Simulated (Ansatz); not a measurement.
**One input, then a changed one: AgBr**

First run: DFT, PBE, PAW with Ansatz's default frozen-core files, scalar-relativistic (Ansatz 0.2.0).

Command: `ansatz run input.yaml --threads 1 --pin off --max-ram 2048MiB --backend cpu --events-out ev --progress --plain --runs-dir out` It took 2.6 s on 1 thread of Intel(R) Xeon(R) Platinum 8488C (Sapphire Rapids) (shared host), peak memory 0.4 GiB.

```yaml
crystal:
  lattice:
    - [0.0, 2.4862361682, 2.4862361682]
    - [2.4862361682, 0.0, 2.4862361682]
    - [2.4862361682, 2.4862361682, 0.0]
  atoms:
    - { symbol: Ag, position: [0.0, 0.0, 0.0] }
    - { symbol: Br, position: [0.5, 0.5, 0.5] }
kpoints:
  mp_grid: { grid: [9, 9, 9] }
  band_path:
    path:
      - [0.0, 0.0, 0.0]
      - [0.5, 0.0, 0.5]
      - [0.625, 0.25, 0.625]
      - [0.375, 0.375, 0.75]
      - [0.0, 0.0, 0.0]
      - [0.5, 0.5, 0.5]
      - [0.5, 0.25, 0.75]
      - [0.5, 0.0, 0.5]
    npoints: 6
scf:
  occupations: { method: fermi_dirac, width: 0.03 }
hamiltonian:
  xc: pbe
  pseudopotentials: { kind: paw }
output:
  forces: true
  stress: true
  eigenvalues: true
  efg: { contact_densities: true }
  populations: true
```

The base volume is that of a database entry, with shape and atoms relaxed on PAW files at held volume, so it needn't be at zero pressure; the structure needn't be the stable phase, at rest or compressed.

This run: volume at 0.65 of the series' base cell.

It converges in 6 SCF iterations at a pressure of 67.6 GPa, cutoff 420 eV.

The input is then changed:

```diff
 scf:
-  occupations: { method: fermi_dirac, width: 0.03 }
+  occupations: { method: tetrahedron_uncorrected }
 hamiltonian:
   populations: true
+basis:
+  ecutrho_ratio: 12
+  ecutwfc: "51.4 Ry"
```

Q: What does the second run give?

A: It converges in 6 SCF iterations, cutoff 699 eV, free energy -2.1 meV/atom against the first run's. More than one line changes, and not each need have an effect.
